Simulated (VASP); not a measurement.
Here is a VASP 6.6.1 calculation.

File INCAR:

```
SYSTEM = PtSe
ALGO = Normal
EDIFF = 1E-7
ENCUT = 520
ISIF = 2
ISMEAR = 0
ISPIN = 2
LASPH = .True.
LCHARG = .True.
LDAU = .True.
LDAUJ = 0 0
LDAUL = 2 -1
LDAUPRINT = 1
LDAUTYPE = 2
LDAUU = 3 0
LELF = .True.
LMAXMIX = 4
LMIXTAU = .True.
LORBIT = 11
LREAL = .False.
LVHAR = .True.
LWAVE = .False.
MAGMOM = 0 0
METAGGA = R2SCAN
NELM = 100
PREC = Accurate
SIGMA = 0.05
```

File KPOINTS:

```
k-points
0
Gamma
  5 5 5
  0 0 0
```

POSCAR

```
PtSe
1.0
    0.0000000000      3.0374472300      3.0374472300
    3.0374472300      0.0000000000      3.0374472300
    3.0374472300      3.0374472300      0.0000000000
Pt Se
1 1
Direct
    0.0000000000      0.0000000000      0.0000000000
    0.2500000000      0.2500000000      0.2500000000
```

Potentials or basis: VASP PAW PBE potentials, release 64 (Pt, Se).

Command:

```bash
$ cat potpaw_PBE.64/Pt/POTCAR potpaw_PBE.64/Se/POTCAR > POTCAR
$ mpirun -np 1 vasp_std > vasp.out
```

Q: Predict the band gap on the k mesh.

A: None (metal or under the smearing width).

Q: Estimate the net moment.

A: 0.00 μB per cell.

Q: What does it give for the pressure?

A: -13.9 GPa.

Eigenvalues of the final occupation matrices:
| site | spin | trace | eigenvalues |
| --- | --- | --- | --- |
| site 1 d | 1 | 4.18 | 0.80 0.80 0.80 0.89 0.89 |
| site 1 d | 2 | 4.18 | 0.80 0.80 0.80 0.89 0.89 |

Caveat: the PAW data sets were made with another functional, which shifts forces and pressure a little. Spin-orbit coupling is left out, which matters for the levels of Pt.
